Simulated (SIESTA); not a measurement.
The system is Nd.

```
Nd
1.0
     3.65790    0.00000    0.00000
    -1.82895    3.16783    0.00000
     0.00000    0.00000   11.79920
Nd
4
Direct
  0.66667 0.33333 0.25000
  0.33333 0.66667 0.75000
  0.00000 0.00000 0.50000
  0.00000 0.00000 0.00000
```

```yaml
Program: SIESTA 5.4.2
Task: single point
Functional: PBE
Potentials_or_basis: PseudoDojo 3+ lanthanides (4f in the core) (PBE files)
Basis: DZP (energy shift 0.003 Ry; two zetas on semicore shells)
Grid_cutoff: 800 Ry
Energy_shift: 0.003 Ry
k_mesh: 8 × 8 × 3
Occupations: fermi-dirac, width 0.05 eV
Spin: collinear spin, ferromagnetic start
Starting_moments: "[3.0, 3.0, 3.0, 3.0] μB"
```

On this cell: pressure 1.4 GPa; largest force under 0.003 eV/Å; net moment 0.00 μB per cell; band gap on the k mesh none (metal or under the smearing width).

The same run follows on a disturbed copy (atoms moved at random, drawn with an rms of 0.05 Å):

```
Nd
1.0
     3.65790    0.00000    0.00000
    -1.82895    3.16783    0.00000
     0.00000    0.00000   11.79920
Nd
4
Direct
  0.67742 0.34396 0.25065
  0.32483 0.65153 0.74988
  0.99751 0.01984 0.49840
  0.00150 0.00019 0.99529
```

Task: What does the disturbed cell give?

Result: The energy (extrapolated to zero smearing) moves by +2.3 meV/atom; pressure 1.5 GPa; largest force 0.175 eV/Å; net moment 0.00 μB per cell; band gap on the k mesh none (metal or under the smearing width).

Forces on the atoms (eV/Å):
```
Nd  -0.032 -0.005 -0.114
Nd  -0.006  0.060 -0.091
Nd   0.039 -0.049  0.030
Nd  -0.001 -0.006  0.175
```

Stress tensor (GPa, compression positive):
```
 1.27 -0.04  0.03
-0.04  1.48 -0.02
 0.03 -0.02  1.62
```

Caveats: the magnetic or orbital state may not be the lowest; spin-orbit coupling is left out, which moves the levels of the heavy elements; the 4f electrons are frozen in the core as for a trivalent ion, so they carry no moment and show no levels; the basis of atomic orbitals isn't converged, which shifts pressures, moduli and gaps.
